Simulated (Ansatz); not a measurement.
# InSb3: what changed settings do

Aim: change settings of a sound input for InSb3 at random, sound and unsound, see how each run ends, and step back from each failure until it runs.

Method: DFT PBE, scalar-relativistic, plane waves, PAW for the reference; the trials change it, as their inputs show, in Ansatz 0.2.0.

6 further runs of the same task are left out: 2 for a known fault of the program, 4 set aside as unsound or not needed.

### 1 The structure to begin with

The structure is cubic, space group Fm-3m (No. 225). Conventional cell: a = 7.589 Å, b = 7.589 Å, c = 7.589 Å, α = 90.00°, β = 90.00°, γ = 90.00°. In (site symmetry m-3m) has 8 Sb at 3.29 Å as nearest neighbours. Around Sb (site symmetry -43m) lie 4 In at 3.29 Å and 4 Sb at 3.29 Å. Around Sb (site symmetry m-3m) lie 8 Sb at 3.29 Å.

Coordinates:

```cif
data_structure
_symmetry_space_group_name_H-M 'Fm-3m'
_symmetry_Int_Tables_number 225
_cell_length_a 7.5891
_cell_length_b 7.5891
_cell_length_c 7.5891
_cell_angle_alpha 90.000
_cell_angle_beta 90.000
_cell_angle_gamma 90.000
_cell_volume 437.09
loop_
_atom_site_label
_atom_site_type_symbol
_atom_site_symmetry_multiplicity
_atom_site_Wyckoff_symbol
_atom_site_fract_x
_atom_site_fract_y
_atom_site_fract_z
_atom_site_occupancy
In1 In 4 a 0.00000 0.00000 0.00000 1
Sb1 Sb 8 c 0.25000 0.75000 0.75000 1
Sb2 Sb 4 b 0.50000 0.00000 0.00000 1
```

The structure comes from the Materials Project (structure only); it is used as listed.

### 2 The reference run

The input, input.yaml:

```yaml
crystal:
  lattice:
    - [0.0, 3.794555, 3.794555]
    - [3.794555, 0.0, 3.794555]
    - [3.794555, 3.794555, 0.0]
  atoms:
    - { symbol: In, position: [0.0, 0.0, 0.0] }
    - { symbol: Sb, position: [0.25, 0.25, 0.25] }
    - { symbol: Sb, position: [0.75, 0.75, 0.75] }
    - { symbol: Sb, position: [0.5, 0.5, 0.5] }
basis:
  ecutwfc: 420
kpoints:
  mp_grid: { grid: [4, 4, 4] }
hamiltonian:
  xc: pbe
scf:
  occupations: { method: gaussian, width: 0.1 }
output:
  forces: true
  stress: true
  eigenvalues: true
```

Run with:

```console
> ansatz run input.yaml --threads 1 --pin off --max-ram 1331MiB --backend cpu --events-out ev --progress --plain --runs-dir out
```

What it wrote, cut to the lines that bear on the results:

```text
Warning: RAYON_NUM_THREADS=1 ignored (pool sized by the plan → 1); use --threads N
[...]
Pseudopotentials: kind: paw
Pseudopotential: In, paw, valence charge 13, recommended cutoff 420 eV (normal), In.paw.azcp
Pseudopotential: Sb, paw, valence charge 15, recommended cutoff 420 eV (normal), Sb.paw.azcp
Functional definition: PBE
[...]
Crystal: 4 atoms, lattice volume = 109.273 Å³
Basis set: ecut = 420 eV, 2109 PW (Γ), exchange–correlation on 72×72×72 points (8 copies of the dense FFT grid, shifted against one another)
Bands: 35, of which v1, the nominal top of the filled ones, is band 29 counted from 1 (28 counted from 0)
Symmetry: 48 space group operations
Space group: Fm-3m (ITA 225), of the structure as read, at distance tolerance 4.8e-5 Å
k-points: 8 of 64
[...]
SCF iter   1: F=—  HF=-25050.415187 eV  |F-HF|=—  |Δ(HF+E_count)|=         —  Δρ=2.74e-3  dr2=9.47e-3  ethr=1.77e-3  ⟨swp⟩=7.8  Hψ=1170  notcnv=0
[...]
SCF iter   7: F=-25050.410655 eV  HF=-25050.410655 eV  |F-HF|=1.28e-9  |Δ(HF+E_count)|=   1.49e-7  Δρ=2.00e-6  dr2=2.76e-9  ethr=1.72e-10  ⟨swp⟩=9.1  Hψ=1247  notcnv=0
[...]
SCF converged after 7 iterations
Free energy (F): -25050.410655 eV
[...]
E sigma→0 (E₀):  -25050.388490 eV
Entropy (-TS):   -0.044331 eV (-11.083 meV/atom)
Fermi energy:    10.939525 eV
[...]
--- Forces (eV/Å), atoms counted from 1 ---
  atom   1  In    -0.00000000    -0.00000000     0.00000000
  atom   2  Sb     0.00000000     0.00000000     0.00000000
  atom   3  Sb     0.00000000     0.00000000    -0.00000000
  atom   4  Sb     0.00000000    -0.00000000    -0.00000000
[...]
--- Stress (GPa, compression-positive) ---
       -1.289112       0.000000      -0.000000
        0.000000      -1.289112      -0.000000
       -0.000000       0.000000      -1.289112
  P = ⅓ Tr σ = -1.2891 GPa (-12.891 kbar)
--- Band table (eV; the first three rows and the last of 8) ---
[...]
```

It took 3.3 s on 1 thread of an Arm CPU, shared host; peak memory 0.34 GiB.

Result: -6262.5971 eV/atom at zero smearing, pressure -1.29 GPa and no gap on the mesh.

Settings here are deliberately varied, not converged. Energies are extrapolated to zero smearing. Many trials also carry a cap on SCF cycles, which stays when other changes are undone.

### 3 Trial 1

Edit input.yaml of step 2 so:

```diff
@@ -15,5 +15,8 @@
 hamiltonian:
-  xc: pbe
+  xc: blyp
 scf:
-  occupations: { method: gaussian, width: 0.1 }
+  occupations: { method: cold, width: 0.15 }
+  mixing: { ndim: 6, globalisation: backtrack }
+  initial_density: { chi_scale: 0, normalization: atom }
+  max_iter: 95
 output:
```

Run with:

```console
> ansatz run input.yaml --threads 1 --pin off --max-ram 1331MiB --backend cpu --events-out ev --progress --plain --runs-dir out
```

What it wrote, cut to the lines that bear on the results:

```text
[...]
SCF converged after 8 iterations
Stability not checked: this state was not tested for a lower state beside it, because cold or Methfessel-Paxton smearing, or corrected tetrahedra, fill the levels in a way that the test cannot read (fill_not_monotonic; see scf.lower_state_search)
Free energy (F): -25115.897791 eV
[...]
E sigma→0 (E₀):  -25115.887988 eV
Entropy (-TS):   -0.029411 eV (-7.353 meV/atom)
Fermi energy:    11.422243 eV
[...]
--- Forces (eV/Å), atoms counted from 1 ---
  atom   1  In    -0.00000000     0.00000000    -0.00000000
  atom   2  Sb    -0.00000000     0.00000000    -0.00000000
  atom   3  Sb    -0.00000000     0.00000000    -0.00000000
  atom   4  Sb     0.00000000    -0.00000000     0.00000000
[...]
--- Stress (GPa, compression-positive) ---
        4.094334       0.000000       0.000000
       -0.000000       4.094334      -0.000000
       -0.000000      -0.000000       4.094334
  P = ⅓ Tr σ = 4.0943 GPa (40.943 kbar)
--- Band table (eV; the first three rows and the last of 8) ---
[...]
```

Wall time 3.1 s (1 thread of an Arm CPU, shared host); peak memory 0.34 GiB.

The run converges in 8 SCF iterations on 8 irreducible k-points: pressure 4.09 GPa, no gap on the mesh.

### 4 Trial 2

Edit input.yaml of step 2 so:

```diff
@@ -11,3 +11,4 @@
 basis:
-  ecutwfc: 420
+  ecutwfc: "16 Ha"
+  ecutrho_ratio: 5
 kpoints:
@@ -17,3 +18,3 @@
 scf:
-  occupations: { method: gaussian, width: 0.1 }
+  occupations: { method: cold }
 output:
```

Run with:

```console
> ansatz run input.yaml --threads 1 --pin off --max-ram 1331MiB --backend cpu --events-out ev --progress --plain --runs-dir out
```

What it wrote, cut to the lines that bear on the results:

```text
Warning: RAYON_NUM_THREADS=1 ignored (pool sized by the plan → 1); use --threads N
[...]
Pseudopotentials: kind: paw
Pseudopotential: In, paw, valence charge 13, recommended cutoff 420 eV (normal), In.paw.azcp
Pseudopotential: Sb, paw, valence charge 15, recommended cutoff 420 eV (normal), Sb.paw.azcp
Functional definition: PBE
[...]
Crystal: 4 atoms, lattice volume = 109.273 Å³
Basis set: ecut = 435.382179935808 eV, 2229 PW (Γ), exchange–correlation on 90×90×90 points (8 copies of the dense FFT grid, shifted against one another)
Bands: 35, of which v1, the nominal top of the filled ones, is band 29 counted from 1 (28 counted from 0)
Symmetry: 48 space group operations
Space group: Fm-3m (ITA 225), of the structure as read, at distance tolerance 4.8e-5 Å
k-points: 8 of 64
[...]
SCF iter   1: F=—  HF=-25050.396929 eV  |F-HF|=—  |Δ(HF+E_count)|=         —  Δρ=2.63e-3  dr2=8.14e-3  ethr=1.77e-3  ⟨swp⟩=8.6  Hψ=1200  notcnv=0
[...]
SCF converged after 7 iterations
Stability not checked: this state was not tested for a lower state beside it, because cold or Methfessel-Paxton smearing, or corrected tetrahedra, fill the levels in a way that the test cannot read (fill_not_monotonic; see scf.lower_state_search)
Free energy (F): -25050.392883 eV
[...]
E sigma→0 (E₀):  -25050.385638 eV
Entropy (-TS):   -0.021734 eV (-5.434 meV/atom)
Fermi energy:    10.949371 eV
[...]
--- Forces (eV/Å), atoms counted from 1 ---
  atom   1  In    -0.00000000     0.00000000     0.00000000
  atom   2  Sb    -0.00000000     0.00000000    -0.00000000
  atom   3  Sb    -0.00000000     0.00000000    -0.00000000
  atom   4  Sb     0.00000000    -0.00000000    -0.00000000
[...]
--- Stress (GPa, compression-positive) ---
       -1.283961       0.000000      -0.000000
        0.000000      -1.283961       0.000000
       -0.000000      -0.000000      -1.283961
  P = ⅓ Tr σ = -1.2840 GPa (-12.840 kbar)
--- Band table (eV; the first three rows and the last of 8) ---
[...]
```

Wall time 2.7 s (1 thread of an Arm CPU, shared host); peak memory 0.38 GiB.

The run converges in 7 SCF iterations on 8 irreducible k-points: energy 0.71 meV per atom above the reference, pressure -1.28 GPa, no gap on the mesh.

### 5 Trial 3

Edit input.yaml of step 2 so:

```diff
@@ -11,3 +11,4 @@
 basis:
-  ecutwfc: 420
+  ecutwfc: 350
+  xc_grid: 2
 kpoints:
@@ -15,5 +16,5 @@
 hamiltonian:
-  xc: pbe
+  xc: rpbe
 scf:
-  occupations: { method: gaussian, width: 0.1 }
+  occupations: { method: fermi_dirac, width: 0.072 }
 output:
```

Run with:

```console
> ansatz run input.yaml --threads 1 --pin off --max-ram 1331MiB --backend cpu --events-out ev --progress --plain --runs-dir out
```

What it wrote, cut to the lines that bear on the results:

```text
Warning: basis.ecutwfc = 350 eV is below the records' recommended 420 eV, and the density's cutoff is lower with it unless basis.ecutrho_ratio is high enough to keep the records' density cutoff: compare with a run at a higher cutoff
Warning: RAYON_NUM_THREADS=1 ignored (pool sized by the plan → 1); use --threads N
[...]
Pseudopotentials: kind: paw
Pseudopotential: In, paw, valence charge 13, recommended cutoff 420 eV (normal), In.paw.azcp
Pseudopotential: Sb, paw, valence charge 15, recommended cutoff 420 eV (normal), Sb.paw.azcp
Functional definition: RPBE
[...]
Crystal: 4 atoms, lattice volume = 109.273 Å³
Basis set: ecut = 350 eV, 1639 PW (Γ), exchange–correlation on 72×72×72 points (8 copies of the dense FFT grid, shifted against one another)
Bands: 35, of which v1, the nominal top of the filled ones, is band 29 counted from 1 (28 counted from 0)
Symmetry: 48 space group operations
Space group: Fm-3m (ITA 225), of the structure as read, at distance tolerance 4.8e-5 Å
k-points: 8 of 64
[...]
SCF iter   1: F=—  HF=-25084.873759 eV  |F-HF|=—  |Δ(HF+E_count)|=         —  Δρ=4.73e-3  dr2=1.74e-2  ethr=1.77e-3  ⟨swp⟩=9.8  Hψ=1248  notcnv=0
[...]
SCF iter   7: F=-25084.869717 eV  HF=-25084.869717 eV  |F-HF|=1.93e-9  |Δ(HF+E_count)|=   2.51e-8  Δρ=2.41e-6  dr2=4.68e-9  ethr=1.72e-10  ⟨swp⟩=5.4  Hψ=1110  notcnv=0
[...]
SCF converged after 7 iterations
Free energy (F): -25084.869717 eV
[...]
E sigma→0 (E₀):  -25084.824881 eV
Entropy (-TS):   -0.089670 eV (-22.418 meV/atom)
Fermi energy:    11.056678 eV
[...]
--- Forces (eV/Å), atoms counted from 1 ---
  atom   1  In    -0.00000000    -0.00000000     0.00000000
  atom   2  Sb     0.00000000    -0.00000000     0.00000000
  atom   3  Sb     0.00000000     0.00000000     0.00000000
  atom   4  Sb     0.00000000    -0.00000000    -0.00000000
[...]
--- Stress (GPa, compression-positive) ---
        0.129325       0.000000      -0.000000
        0.000000       0.129325      -0.000000
       -0.000000      -0.000000       0.129325
  P = ⅓ Tr σ = 0.1293 GPa (1.293 kbar)
--- Band table (eV; the first three rows and the last of 8) ---
[...]
```

Run time: 2.3 s. Hardware: 1 thread of an Arm CPU, shared host; peak memory 0.33 GiB.

The run converges in 7 SCF iterations on 8 irreducible k-points: pressure 0.13 GPa, no gap on the mesh. It warns that the cutoff lies under the recommended one.

### 6 Trial 4

Edit input.yaml of step 2 so:

```diff
@@ -11,3 +11,3 @@
 basis:
-  ecutwfc: 420
+  ecutwfc: "12 Ha"
 kpoints:
```

Run with:

```console
> ansatz run input.yaml --threads 1 --pin off --max-ram 1331MiB --backend cpu --events-out ev --progress --plain --runs-dir out
```

What it wrote, cut to the lines that bear on the results:

```text
Warning: basis.ecutwfc = 326.536634951856 eV is below the records' recommended 420 eV, and the density's cutoff is lower with it unless basis.ecutrho_ratio is high enough to keep the records' density cutoff: compare with a run at a higher cutoff
Warning: RAYON_NUM_THREADS=1 ignored (pool sized by the plan → 1); use --threads N
[...]
Pseudopotentials: kind: paw
Pseudopotential: In, paw, valence charge 13, recommended cutoff 420 eV (normal), In.paw.azcp
Pseudopotential: Sb, paw, valence charge 15, recommended cutoff 420 eV (normal), Sb.paw.azcp
Functional definition: PBE
[...]
Crystal: 4 atoms, lattice volume = 109.273 Å³
Basis set: ecut = 326.536634951856 eV, 1459 PW (Γ), exchange–correlation on 64×64×64 points (8 copies of the dense FFT grid, shifted against one another)
Bands: 35, of which v1, the nominal top of the filled ones, is band 29 counted from 1 (28 counted from 0)
Symmetry: 48 space group operations
Space group: Fm-3m (ITA 225), of the structure as read, at distance tolerance 4.8e-5 Å
k-points: 8 of 64
[...]
SCF iter   1: F=—  HF=-25050.344012 eV  |F-HF|=—  |Δ(HF+E_count)|=         —  Δρ=2.40e-3  dr2=9.02e-3  ethr=1.77e-3  ⟨swp⟩=7.8  Hψ=1170  notcnv=0
[...]
SCF iter   7: F=-25050.339771 eV  HF=-25050.339771 eV  |F-HF|=2.87e-8  |Δ(HF+E_count)|=   8.74e-8  Δρ=6.98e-6  dr2=3.07e-8  ethr=1.72e-10  ⟨swp⟩=8.4  Hψ=1044  notcnv=0
[...]
SCF converged after 7 iterations
Free energy (F): -25050.339771 eV
[...]
E sigma→0 (E₀):  -25050.317609 eV
Entropy (-TS):   -0.044324 eV (-11.081 meV/atom)
Fermi energy:    10.942144 eV
[...]
--- Forces (eV/Å), atoms counted from 1 ---
  atom   1  In    -0.00000000     0.00000000     0.00000000
  atom   2  Sb     0.00000000     0.00000000     0.00000000
  atom   3  Sb     0.00000000     0.00000000     0.00000000
  atom   4  Sb     0.00000000    -0.00000000     0.00000000
[...]
--- Stress (GPa, compression-positive) ---
       -1.275639       0.000000       0.000000
        0.000000      -1.275639      -0.000000
        0.000000      -0.000000      -1.275639
  P = ⅓ Tr σ = -1.2756 GPa (-12.756 kbar)
--- Band table (eV; the first three rows and the last of 8) ---
[...]
```

Wall time 1.9 s (1 thread of an Arm CPU, shared host); peak memory 0.31 GiB.

The run converges in 7 SCF iterations on 8 irreducible k-points: energy 17.7 meV per atom above the reference, pressure -1.28 GPa, no gap on the mesh. It warns that the cutoff lies under the recommended one.

### 7 Trial 5

Edit input.yaml of step 2 so:

```diff
@@ -18,2 +18,4 @@
   occupations: { method: gaussian, width: 0.1 }
+  mixing: { algorithm: msr1, beta: 0.08, ndim: 1, preconditioner: none }
+  max_iter: 88
 output:
@@ -22 +24,2 @@
   eigenvalues: true
+  dos: { method: smearing }
```

Run with:

```console
> ansatz run input.yaml --threads 1 --pin off --max-ram 1331MiB --backend cpu --events-out ev --progress --plain --runs-dir out
```

What it wrote, cut to the lines that bear on the results:

```text
[...]
SCF converged after 68 iterations
Free energy (F): -25050.410655 eV
[...]
E sigma→0 (E₀):  -25050.388490 eV
Entropy (-TS):   -0.044331 eV (-11.083 meV/atom)
Fermi energy:    10.939548 eV
[...]
--- Forces (eV/Å), atoms counted from 1 ---
  atom   1  In    -0.00000000    -0.00000000     0.00000000
  atom   2  Sb    -0.00000000     0.00000000    -0.00000000
  atom   3  Sb     0.00000000     0.00000000    -0.00000000
  atom   4  Sb     0.00000000    -0.00000000    -0.00000000
[...]
--- Stress (GPa, compression-positive) ---
       -1.289067       0.000000       0.000000
        0.000000      -1.289067      -0.000000
        0.000000      -0.000000      -1.289067
  P = ⅓ Tr σ = -1.2891 GPa (-12.891 kbar)
--- Band table (eV; the first three rows and the last of 8) ---
[...]
```

Run time: 9.9 s. Hardware: 1 thread of an Arm CPU, shared host; peak memory 0.33 GiB.

The run converges in 68 SCF iterations on 8 irreducible k-points: the reference's energy to 0.01 meV per atom, pressure -1.29 GPa, no gap on the mesh.

### 8 Results

```
trial                                                                            keys drawn  first outcome  set back  last run, energy against the reference (per atom)  its CPU time
    1                                           the mixing, the occupations, the functional      converged      none                                                n/a         3.1 s
    2                          the wavefunction cutoff, the occupations, the density cutoff      converged      none                                           0.71 meV         2.7 s
    3  the wavefunction cutoff, the occupations, the functional, the grid and accuracy keys      converged      none                                                n/a         2.3 s
    4                                                               the wavefunction cutoff      converged      none                                           17.7 meV         1.9 s
    5                                                                  the mixing, the task      converged      none                                           0.00 meV          10 s
```

Of the 5 drawn inputs in this table 5 converged at once. Energies (at zero smearing) are compared only where functional, U, dispersion, potentials, charge, fields and number of atoms are the reference's. These settings were drawn at random to show what each does; none of the numbers is a converged property of the crystal.
